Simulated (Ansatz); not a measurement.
ScAl in Ansatz: the effect of target pressure

Crystal: ScAl.

```
CELL_PARAMETERS angstrom
3.37035 0.00000 0.00000
0.00000 3.37035 0.00000
0.00000 0.00000 3.37035
ATOMIC_POSITIONS crystal
Sc 0.50000 0.50000 0.50000
Al 0.00000 0.00000 0.00000
```

The cell comes from a database or a generator and needn't be the stable form of this composition.

Alike in all runs:

| Item | Value |
| --- | --- |
| Program | Ansatz 0.2.0 |
| Task | relaxation of cell and atoms |
| Functional | r2SCAN |
| Potentials or basis | Ansatz PAW |
| Cutoff | 500 eV (not typed: the program's choice for these potentials) |
| k mesh | 8 × 8 × 8 |
| Occupations | fermi-dirac, width 0.05 eV |
| Spin | no spin polarisation |

Each run relaxes the cell or the atoms first.

**Question.** One run gave: relaxed volume 17.30 Å³/atom. Which target pressure did it use?
A. 2 GPa
B. 30 GPa
C. 5 GPa
D. 20 GPa
E. 10 GPa

**Answer.** E.

```csv
target pressure,relaxed volume (Å³/atom)
0 GPa,19.14
2 GPa,18.70
5 GPa,18.12
10 GPa,17.30
20 GPa,16.07
30 GPa,15.14
```

Caveats: the plane-wave basis is chosen anew once the cell has moved, so the energies of steps on either side of that aren't comparable; the PAW data sets come from PBE, with cores solved anew for the run's functional, which leaves a small shift of forces and pressure; the volume moved by over 15 % at a fixed basis, so the end points are rough (some runs).
